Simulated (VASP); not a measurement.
# Ta, self-consistent run: which settings are enough?

Ta, P-3m1 (no. 164), 2 atoms in the cell. PBE; PAW potentials Ta_pv (PBE set). VASP 6.6.1. The cell is changed on purpose: last atom moved by 0.08 Å along z, cell strained by +1.0% along z.

Wanted: energy within 2 meV/atom.

What the run is for: energy; Accuracy asked: standard.

POSCAR:
```
Ta
1.0
    2.9003720726      0.0000000000      0.0000000000
   -1.4501860363      2.5117958953      0.0000000000
    0.0000000000      0.0000000000      5.2179367400
Ta
2
Direct
    0.3333333300      0.6666666700      0.2500000000
    0.6666666700      0.3333333300      0.7654850500
```

The series start from Plane-wave cutoff (eV): 290; Smearing width (eV): 0.1; k-point mesh: 14 × 14 × 7; Precision mode (PREC): Accurate; Electronic threshold (eV): 1e-6; Bands in all (NBANDS): 21; Aspherical gradient terms in the spheres (LASPH): yes; Electronic algorithm: ALGO=Normal; Support grid and gradient cutoff: ADDGRID=False GGA_COMPAT=False; Density mixing: defaults. Each series keeps the choices made before it, and each single choice may use up half of a tolerance.

## Plane-wave cutoff (eV)

| Plane-wave cutoff (eV) | Energy less reference (meV/atom) | SCF iterations | Time (s) |
|---|---|---|---|
| 180 | -28.6 | 12 | 12 |
| 220 | 3.8 | 12 | 14 |
| 260 | 6.5 | 12 | 16 |
| 290 | 4.9 | 11 | 16 |
| 340 | 1.4 | 11 | 20 |
| 390 | 0.7 | 11 | 27 |
| 470 | 0.4 | 11 | 38 |
| 590 (reference) | 0.0 | 11 | 43 |

Chosen: 390, the loosest value from which every tighter one stays within half of the tolerance.

## Smearing width (eV)

| Smearing width (eV) | Energy less reference (meV/atom) | SCF iterations | Time (s) |
|---|---|---|---|
| 0.4 | 1.5 | 11 | 28 |
| 0.3 | 0.3 | 11 | 28 |
| 0.2 | -0.2 | 11 | 27 |
| 0.15 | -0.1 | 11 | 28 |
| 0.1 | 0.0 | 11 | 27 |
| 0.05 (reference) | 0.0 | 11 | 29 |

Chosen: 0.3.

## k-point mesh

| k-point mesh | Energy less reference (meV/atom) | SCF iterations | Time (s) |
|---|---|---|---|
| 5 × 5 × 3 | -58.0 | 11 | 3.9 |
| 6 × 6 × 3 | -1.2 | 12 | 5.3 |
| 8 × 8 × 4 | -13.1 | 11 | 8.3 |
| 9 × 9 × 5 | 4.0 | 11 | 11 |
| 12 × 12 × 6 | -2.1 | 11 | 21 |
| 14 × 14 × 7 | -1.4 | 11 | 28 |
| 17 × 17 × 9 | -0.2 | 11 | 49 |
| 21 × 21 × 10 (reference) | 0.0 | 11 | 76 |

Chosen: 17 × 17 × 9.

## Precision mode (PREC)

| Precision mode (PREC) | Energy less reference (meV/atom) | SCF iterations | Time (s) |
|---|---|---|---|
| SingleN | -0.7 | 11 | 23 |
| Normal | 0.0 | 11 | 31 |
| Single | 0.0 | 11 | 61 |
| Accurate (reference) | 0.0 | 11 | 49 |

Chosen: SingleN.

## Electronic threshold (eV)

| Electronic threshold (eV) | Energy less reference (meV/atom) | SCF iterations | Time (s) |
|---|---|---|---|
| 0.001 | 0.0 | 9 | 24 |
| 0.0001 | 0.0 | 10 | 26 |
| 1e-5 | 0.0 | 11 | 28 |
| 1e-6 | 0.0 | 11 | 23 |
| 1e-7 | 0.0 | 14 | 33 |
| 1e-8 (reference) | 0.0 | 14 | 35 |

Chosen: 0.001.

## Bands in all (NBANDS)

| Bands in all (NBANDS) | Energy less reference (meV/atom) | SCF iterations | Time (s) |
|---|---|---|---|
| 12 | 0.1 | 9 | 13 |
| 13 | 0.0 | 9 | 14 |
| 15 | 0.0 | 9 | 17 |
| 17 | 0.0 | 9 | 18 |
| 21 | 0.0 | 9 | 24 |
| 31 (reference) | 0.0 | 9 | 30 |

Chosen: 12.

## Aspherical gradient terms in the spheres (LASPH)

| Aspherical gradient terms in the spheres (LASPH) | Energy less reference (meV/atom) | SCF iterations | Time (s) |
|---|---|---|---|
| yes | 0.0 | 9 | 13 |
| no | 0.4 | 9 | 12 |

Chosen: yes; no other choice that stays within half of the tolerance saves 30 % of the time.

## Electronic algorithm

| Electronic algorithm | Energy less reference (meV/atom) | SCF iterations | Time (s) |
|---|---|---|---|
| ALGO=Normal | 0.0 | 9 | 13 |
| ALGO=Fast | 0.1 | 11 | 14 |
| ALGO=VeryFast | 35.2 | 24 | 26 |
| ALGO=All ISEARCH=1 | 0.4 | 12 | 16 |
| ALGO=All ISEARCH=0 | 0.4 | 12 | 16 |
| ALGO=Damped TIME=0.4 | 17.0 | 43 | 38 |
| ALGO=Damped TIME=0.1 | 18.0 | 63 | 53 |

Chosen: ALGO=Normal.

## Support grid and gradient cutoff

| Support grid and gradient cutoff | Energy less reference (meV/atom) | SCF iterations | Time (s) |
|---|---|---|---|
| ADDGRID=False GGA_COMPAT=False | 0.0 | 9 | 13 |
| ADDGRID=True GGA_COMPAT=False | 0.1 | 9 | 12 |
| ADDGRID=False GGA_COMPAT=True | 0.3 | 9 | 12 |

Chosen: ADDGRID=False GGA_COMPAT=False.

## Density mixing

| Density mixing | Energy less reference (meV/atom) | SCF iterations | Time (s) |
|---|---|---|---|
| defaults | 0.0 | 9 | 13 |
| WC=0 | 0.0 | 9 | 12 |
| BMIX=2.0 | 0.0 | 9 | 12 |
| AMIX=0.6 | 0.0 | 9 | 12 |
| AMIX=0.4 IMIX=1 | -0.1 | 11 | 14 |
| MIXPRE=2 | 0.0 | 9 | 12 |
| MIXPRE=0 | 0.0 | 9 | 12 |

Chosen: defaults.

## All choices together

| Input | Energy less reference (meV/atom) | Time (s) |
|---|---|---|
| the program's defaults (naive) | 6.8 | 1.1 |
| chosen settings | 0.2 | 13 |
| reference settings throughout | 0.0 | 226 |

The tolerance is met.

## The input

INCAR:
```
SYSTEM = Ta
ADDGRID = .False.
ALGO = Normal
EDIFF = 0.001
ENCUT = 390
GGA = PE
GGA_COMPAT = .False.
ISIF = 2
ISMEAR = 1
LASPH = .True.
LCHARG = .False.
LREAL = .False.
LWAVE = .False.
NBANDS = 12
NELM = 120
PREC = SingleN
SIGMA = 0.3
```

KPOINTS:
```
Automatic mesh
0
Gamma
  17 17 9
  0 0 0
```

Commands:
```
cat potpaw_PBE.64/Ta_pv/POTCAR > POTCAR
mpirun -np 1 vasp_std > vasp.out
```

The chosen input took VASP 6.6.1 13 s on 1 core (AMD EPYC 9R45 (Zen 5)), a shared host.

## An input that fails: tetrahedra on too few k points

VASP's message: IBZKPT: tetrahedron method fails for NKPT<4. NKPT = 1.

k mesh: 14 × 14 × 7 becomes 1 × 1 × 1.

Changes against the starting input:
```
- ISMEAR = 1
- NELM = 120
+ ISMEAR = -5
+ NELM = 100
```
